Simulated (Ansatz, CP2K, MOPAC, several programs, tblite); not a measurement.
Energy against volume for SnSe built on the rocksalt prototype, at fixed shape and fractional coordinates, computed by several methods (PBE and r2SCAN, where shown, with plane waves in Ansatz); the cell shown is that of r2SCAN. It is cubic, Fm-3m (No. 225); conventional cell a = 6.004 Å, 27.06 Å³ an atom. Sn is surrounded by 6 Se at 3.00 Å; Se is surrounded by 6 Sn at 3.00 Å. The calculation is spin-unpolarised, and the structure need not be a phase that has been made. Energies count from each curve's lowest point; fits are third-order Birch-Murnaghan.

```cif
data_structure
_symmetry_space_group_name_H-M 'Fm-3m'
_symmetry_Int_Tables_number 225
_cell_length_a 6.0042
_cell_length_b 6.0042
_cell_length_c 6.0042
_cell_angle_alpha 90.000
_cell_angle_beta 90.000
_cell_angle_gamma 90.000
_cell_volume 216.46
loop_
_atom_site_label
_atom_site_type_symbol
_atom_site_symmetry_multiplicity
_atom_site_Wyckoff_symbol
_atom_site_fract_x
_atom_site_fract_y
_atom_site_fract_z
_atom_site_occupancy
Sn1 Sn 4 a 0.00000 0.00000 0.00000 1
Se1 Se 4 b 0.50000 0.00000 0.00000 1
```

light PBE (260 eV, its own mesh), on the shape of the cell shown:

| V (Å³/atom) | E (meV/atom) |
| --- | --- |
| 24.893 | 34.85 |
| 25.975 | 34.96 |
| 27.057 | 0.00 |
| 28.139 | 10.46 |
| 29.222 | 27.72 |
| 30.304 | 60.86 |

The points scatter about a smooth fit, as a low cutoff and a light mesh can make them, so no fit is quoted.

GFN2-xTB (tblite), on the shape of the cell shown, as a cluster of 64 atoms at the zone centre:
```csv
V (Å³/atom),E (meV/atom)
23.810,354.81
25.434,233.61
27.057,141.68
28.681,65.35
30.304,0.00
```
The lowest point is an end point, so the minimum isn't bracketed.

PM7 (MOPAC), on the shape of the cell shown, as a cluster of 64 atoms at the zone centre:
```csv
V (Å³/atom),E (meV/atom)
23.810,0.00
25.434,137.06
27.057,301.78
28.681,495.53
30.304,713.53
```
The lowest point is an end point, so the minimum isn't bracketed.

PBE, on the shape of its own relaxed cell:
```tsv
V (Å³/atom)	E (meV/atom)
26.101	13.64
26.934	2.40
27.767	0.00
28.600	5.07
29.433	16.51
```
V₀ = 27.60 Å³ an atom and B₀ = 49 GPa.

PBE/SZV (CP2K), on the shape of the cell shown:
```
V (Å³/atom)  E (meV/atom)
     23.810        305.27
     25.434        147.17
     27.057         54.18
     28.681          9.26
     30.304          0.00
```
The lowest point is an end point, so the minimum isn't bracketed.
